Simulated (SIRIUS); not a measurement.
Runs of SIRIUS 7.12.0 on Pd. The structure is cubic, space group Fm-3m (No. 225). Conventional cell: a = 3.893 Å, b = 3.893 Å, c = 3.893 Å, α = 90.00°, β = 90.00°, γ = 90.00°. Pd (site symmetry m-3m) has 12 Pd at 2.75 Å as nearest neighbours. 

```csv
level,V0 of scaled cells (Å³/atom),B0 (GPa)
PBE+D3,14.64,195
PBE+D3(BJ),14.66,(c)
PBE,(b),(a)
PBE+D4,14.86,184
```

Alike in all rows: task equation of state; potentials or basis all-electron FP-LAPW, apw+lo standard; no spin polarisation; cell as given; k mesh 12 × 12 × 12; cutoff (eV) 169; smearing fermi-dirac 0.05 eV.

Fill in the values left out.

(a) 163; (b) 15.28; (c) 194.

Caveats: the basis cutoff falls short for Ag, Pd and Pb here, so volumes come out up to a per cent or two small and moduli rough.
